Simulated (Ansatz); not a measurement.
## ZnHg in Ansatz, relaxation

Input:

```yaml
crystal:
  lattice:
    - [4.188439, 0.0, 0.0]
    - [0.0, 4.188439, 0.0]
    - [0.0, 0.0, 9.994729]
  atoms:
    - { symbol: Hg, position: [0.0, 0.0, 0.116] }
    - { symbol: Hg, position: [0.5, 0.5, 0.616] }
    - { symbol: Hg, position: [0.5, 0.5, 0.384] }
    - { symbol: Hg, position: [0.0, 0.0, 0.884] }
    - { symbol: Zn, position: [0.0, 0.0, 0.347] }
    - { symbol: Zn, position: [0.5, 0.5, 0.847] }
    - { symbol: Zn, position: [0.5, 0.5, 0.153] }
    - { symbol: Zn, position: [0.0, 0.0, 0.653] }
  symmetry: { tolerance: 0.0003 }
kpoints:
  mp_grid: { grid: [6, 6, 4], shift: [0, 0, 0] }
magnetization:
  spin_polarized: false
scf:
  occupations: { method: cold, width: 0.0449 }
  lower_state_search: "off"
hamiltonian:
  pseudopotentials: { kind: paw }
  xc: pbe
basis:
  ecutwfc: 420
  fft_grid_basis: typed
relax:
  max_steps: 60
  cell: { p_target: 0.0 }
  f_tol: 0.03
output:
  forces: true
  stress: true
  eigenvalues: true
  bader: true
  populations: true
  elf: true
  write_potential: true
  volumetric_format: npy
  dos:
    e_range: [-12, 8]
    de: 0.05
    projected: { site_lists: { Hg: [Hg], Zn: [Zn] } }
  write_density: true
checkpoint:
  read: saved_state
```

Run with:

```bash
ansatz run input.yaml --threads 2 --pin off --max-ram 2560MiB --backend cpu --events-out ev --progress --plain --runs-dir out
```

Origin of the cell: a known structure type with other elements, at an estimated volume, so it need not be a known compound.

The saved state is a converged single point of the same cell.

Steps («new basis» is an SCF on plane waves selected anew at the same cell):

| step | ΔF (meV/atom) | max force component (eV/Å) | P (GPa) | volume (Å³) | SCF iterations | step was |
| --- | --- | --- | --- | --- | --- | --- |
| 1 | 0.0 | 3.530 | 15.00 | 175.34 | 7 | accepted |
| 2 | -394.1 | 1.561 | 3.47 | 183.70 | 7 | accepted |
| 3 | -489.3 | 0.430 | 3.08 | 173.90 | 7 | accepted |
| 4 | -523.1 | 0.217 | 0.28 | 180.73 | 8 | accepted |
| 5 | -527.3 | 0.023 | 0.13 | 180.94 | 7 | accepted |
| 6 | -527.3 | 0.017 | -0.24 | 182.55 | 8 | accepted |
| 7 | -527.5 | 0.024 | -0.02 | 181.64 | 6 | accepted |
| 8 | -528.4 | 0.027 | 0.06 | 181.64 | 8 | new basis |
| 9 | -528.4 | 0.005 | 0.00 | 181.87 | 6 | accepted |
| 10 | -528.4 | 0.005 | 0.00 | 181.87 | 7 | new basis |

Step 1, with forces in eV/Å:

```xyz
8
Lattice="4.188 0.000 0.000 0.000 4.188 0.000 0.000 0.000 9.995" Properties=species:S:1:pos:R:3:forces:R:3 pbc="T T T" step=1
Hg    0.000    0.000    1.159    0.000    0.000    3.530
Hg    2.094    2.094    6.157    0.000    0.000    3.530
Hg    2.094    2.094    3.838    0.000    0.000   -3.530
Hg    0.000    0.000    8.835    0.000    0.000   -3.530
Zn    0.000    0.000    3.468    0.000    0.000    3.014
Zn    2.094    2.094    8.466    0.000    0.000    3.014
Zn    2.094    2.094    1.529    0.000    0.000   -3.014
Zn    0.000    0.000    6.527    0.000    0.000   -3.014
```

Step 2, with forces in eV/Å:

```xyz
8
Lattice="4.186 0.000 0.000 0.000 4.186 0.000 0.000 0.000 10.481" Properties=species:S:1:pos:R:3:forces:R:3 pbc="T T T" step=2
Hg    0.000    0.000    1.335    0.000    0.000   -0.366
Hg    2.093    2.093    6.576    0.000    0.000   -0.366
Hg    2.093    2.093    3.905    0.000    0.000    0.366
Hg    0.000    0.000    9.146    0.000    0.000    0.366
Zn    0.000    0.000    3.781    0.000    0.000    1.561
Zn    2.093    2.093    9.022    0.000    0.000    1.561
Zn    2.093    2.093    1.460    0.000    0.000   -1.561
Zn    0.000    0.000    6.701    0.000    0.000   -1.561
```

Step 3, with forces in eV/Å:

```xyz
8
Lattice="4.058 0.000 0.000 0.000 4.058 0.000 0.000 0.000 10.559" Properties=species:S:1:pos:R:3:forces:R:3 pbc="T T T" step=3
Hg    0.000    0.000    1.372    0.000    0.000    0.255
Hg    2.029    2.029    6.652    0.000    0.000    0.255
Hg    2.029    2.029    3.907    0.000    0.000   -0.255
Hg    0.000    0.000    9.187    0.000    0.000   -0.255
Zn    0.000    0.000    3.973    0.000    0.000    0.430
Zn    2.029    2.029    9.252    0.000    0.000    0.430
Zn    2.029    2.029    1.307    0.000    0.000   -0.430
Zn    0.000    0.000    6.586    0.000    0.000   -0.430
```

Step 4, with forces in eV/Å:

```xyz
8
Lattice="4.043 0.000 0.000 0.000 4.043 0.000 0.000 0.000 11.059" Properties=species:S:1:pos:R:3:forces:R:3 pbc="T T T" step=4
Hg    0.000    0.000    1.472    0.000    0.000   -0.009
Hg    2.021    2.021    7.001    0.000    0.000   -0.009
Hg    2.021    2.021    4.058    0.000    0.000    0.009
Hg    0.000    0.000    9.587    0.000    0.000    0.009
Zn    0.000    0.000    4.191    0.000    0.000    0.217
Zn    2.021    2.021    9.721    0.000    0.000    0.217
Zn    2.021    2.021    1.338    0.000    0.000   -0.217
Zn    0.000    0.000    6.868    0.000    0.000   -0.217
```

Step 5, with forces in eV/Å:

```xyz
8
Lattice="4.012 0.000 0.000 0.000 4.012 0.000 0.000 0.000 11.241" Properties=species:S:1:pos:R:3:forces:R:3 pbc="T T T" step=5
Hg    0.000    0.000    1.522    0.000    0.000    0.023
Hg    2.006    2.006    7.142    0.000    0.000    0.023
Hg    2.006    2.006    4.098    0.000    0.000   -0.023
Hg    0.000    0.000    9.718    0.000    0.000   -0.023
Zn    0.000    0.000    4.313    0.000    0.000    0.000
Zn    2.006    2.006    9.933    0.000    0.000    0.000
Zn    2.006    2.006    1.307    0.000    0.000    0.000
Zn    0.000    0.000    6.927    0.000    0.000    0.000
```

Step 6, with forces in eV/Å:

```xyz
8
Lattice="4.030 0.000 0.000 0.000 4.030 0.000 0.000 0.000 11.243" Properties=species:S:1:pos:R:3:forces:R:3 pbc="T T T" step=6
Hg    0.000    0.000    1.534    0.000    0.000   -0.014
Hg    2.015    2.015    7.155    0.000    0.000   -0.014
Hg    2.015    2.015    4.088    0.000    0.000    0.014
Hg    0.000    0.000    9.709    0.000    0.000    0.014
Zn    0.000    0.000    4.317    0.000    0.000    0.017
Zn    2.015    2.015    9.939    0.000    0.000    0.017
Zn    2.015    2.015    1.304    0.000    0.000   -0.017
Zn    0.000    0.000    6.925    0.000    0.000   -0.017
```

Step 7, with forces in eV/Å:

```xyz
8
Lattice="4.028 0.000 0.000 0.000 4.028 0.000 0.000 0.000 11.196" Properties=species:S:1:pos:R:3:forces:R:3 pbc="T T T" step=7
Hg    0.000    0.000    1.528    0.000    0.000   -0.024
Hg    2.014    2.014    7.126    0.000    0.000   -0.024
Hg    2.014    2.014    4.069    0.000    0.000    0.024
Hg    0.000    0.000    9.667    0.000    0.000    0.024
Zn    0.000    0.000    4.302    0.000    0.000    0.009
Zn    2.014    2.014    9.900    0.000    0.000    0.009
Zn    2.014    2.014    1.296    0.000    0.000   -0.009
Zn    0.000    0.000    6.894    0.000    0.000   -0.009
```

Step 8, with forces in eV/Å:

```xyz
8
Lattice="4.028 0.000 0.000 0.000 4.028 0.000 0.000 0.000 11.196" Properties=species:S:1:pos:R:3:forces:R:3 pbc="T T T" step=8
Hg    0.000    0.000    1.528    0.000    0.000   -0.027
Hg    2.014    2.014    7.126    0.000    0.000   -0.027
Hg    2.014    2.014    4.069    0.000    0.000    0.027
Hg    0.000    0.000    9.667    0.000    0.000    0.027
Zn    0.000    0.000    4.302    0.000    0.000    0.015
Zn    2.014    2.014    9.900    0.000    0.000    0.015
Zn    2.014    2.014    1.296    0.000    0.000   -0.015
Zn    0.000    0.000    6.894    0.000    0.000   -0.015
```

Step 10, with forces in eV/Å:

```xyz
8
Lattice="4.024 0.000 0.000 0.000 4.024 0.000 0.000 0.000 11.230" Properties=species:S:1:pos:R:3:forces:R:3 pbc="T T T" step=10
Hg    0.000    0.000    1.527    0.000    0.000    0.005
Hg    2.012    2.012    7.142    0.000    0.000    0.005
Hg    2.012    2.012    4.088    0.000    0.000   -0.005
Hg    0.000    0.000    9.703    0.000    0.000   -0.005
Zn    0.000    0.000    4.315    0.000    0.000   -0.001
Zn    2.012    2.012    9.930    0.000    0.000   -0.001
Zn    2.012    2.012    1.300    0.000    0.000    0.001
Zn    0.000    0.000    6.915    0.000    0.000    0.001
```

```
Free energy lowered by                                                                 : 528.4 meV/atom
Volume change                                                                          : 3.73 %
Final pressure                                                                         : 0.00 GPa
Relaxation steps listed                                                                : 10
Formation energy (elements under the same functional, gases as molecules, uncorrected) : 0.120 eV/atom
```

Caveats: no spin-orbit coupling, though heavy elements are present; the relaxation held the start's symmetry, so the end may be a saddle point.

The run took 67 s on 2 threads of AMD EPYC 9R45 96-Core Processor (Zen 5), with other jobs on the host, peak memory 0.74 GiB, from a saved density.
